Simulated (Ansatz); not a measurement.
Runs of Ansatz 0.2.0 on MnS. Symmetry: Fm-3m, No. 225, cubic system. The conventional cell has a = 5.209 Å, b = 5.209 Å, c = 5.209 Å, α = 90.00°, β = 90.00°, γ = 90.00°. Mn (site symmetry m-3m) has 6 S at 2.60 Å as nearest neighbours. S (site symmetry m-3m) is surrounded by 6 Mn at 2.60 Å. 

| task | level | cell | k mesh | cutoff (eV) | points for each segment of the path | gap on the mesh (eV) | pressure (GPa) | moment (μB) | relaxed volume (Å³/atom) |
| --- | --- | --- | --- | --- | --- | --- | --- | --- | --- |
| relaxation of cell and atoms | BLYP | relaxed | 9 × 9 × 9 | 420 | - | - | 0.0 | 4.70 | (c) |
| relaxation of cell and atoms | revPBE | relaxed | 9 × 9 × 9 | 420 | - | - | 0.0 | 4.74 | 17.58 |
| band structure | revPBE | as given | 9 × 9 × 9 | 420 | 14 | none | (a) | 4.75 | - |
| relaxation of cell and atoms | RPBE | relaxed | 9 × 9 × 9 | 420 | - | none | 0.0 | 4.79 | 17.85 |
| band structure | r2SCAN | as given | 9 × 9 × 9 | 500 | 14 | none | 0.5 | 4.98 | - |
| relaxation of cell and atoms | HSEsol | relaxed | 5 × 5 × 5 | 420 | - | 1.03 | 0.0 | 5.00 | 17.51 |
| band structure | BLYP | as given | 9 × 9 × 9 | 420 | 14 | none | 1.4 | 4.64 | - |
| band structure | r2SCAN0 | as given | 5 × 5 × 5 | 500 | 4 | 2.46 | (b) | 5.00 | - |

Alike in all rows: potentials or basis Ansatz PAW; spin collinear, ferromagnetic start; smearing fermi-dirac 0.05 eV.

Task: Estimate the missing entries.

Result: (a) -0.3; (b) 2.1; (c) 18.11.

Caveats: a cell with one magnetic atom can't hold antiferromagnetic order, which such compounds often take; the PAW data sets come from PBE, with cores solved anew for the run's functional, which leaves a small shift of forces and pressure; the plane-wave basis is chosen anew once the cell has moved, so the energies of steps on either side of that aren't comparable (some runs); semilocal functionals often make such compounds metallic where correlation or magnetic order opens a gap, which also shifts bond lengths (some runs); the magnetic or orbital state may not be the lowest (some runs); odd divisions of the mesh miss points on the zone boundary, where band edges often lie, so the gap on the mesh can be too wide (some runs); the k mesh misses the band edges, so the gap on the mesh is wider than the one along the path (some runs).

A gap of «none» marks a metal or a gap under the smearing width.

Runs at the PBE level aren't shown here.
